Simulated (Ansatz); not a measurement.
Cu$_{2}$O: pressure against volume

Cu$_{2}$O, Pn-3m, a = 4.246 Å. Ansatz: r2SCAN, PAW, 500 eV, Γ-centred 6×6×6 mesh on 6 atoms, Gaussian smearing 0.02 eV; no spin polarisation. Symmetry fixes shape and atoms, so the cell is only scaled; pressure is positive in compression.

| V (Å³/atom) | P (GPa) |
| --- | --- |
| 11.991 | 9.11 |
| 12.374 | ? |
| 12.756 | 0.01 |
| 13.139 | -3.50 |
| 13.522 | -6.46 |

Take V0 = 12.756 Å³/atom, count pressures from its P0 = 0.01 GPa, fit the third-order Birch–Murnaghan form to the other rows, and predict the missing pressure.

With the Eulerian strain f = ½[(V0/V)^(2/3) − 1] and y = (P − P0)/[3f(1 + 2f)^(5/2)], the form is the line y = B0 + 1.5 B0 (B0′ − 4) f. Rows (f, y): 0.02105, 130.0; -0.00976, 125.9; -0.01907, 124.6. Means f = -0.002593, y = 126.83; Σ(Δf)² = 0.0008818, ΣΔfΔy = 0.1184; the slope is their ratio. y = 127.2 + 134.2 f GPa, so B0 = 127.2 GPa and B0′ = 4 + 2 × (134.2)/(3 × 127.2) = 4.70. At V = 12.374, f = 0.01024, y = 128.57 and P = 4.17 GPa. The run gave 4.17 GPa, the same to the digits shown.

Cost: 5 runs of about 2.7 core-minutes in all, on Arm Neoverse N1 (shared hosts).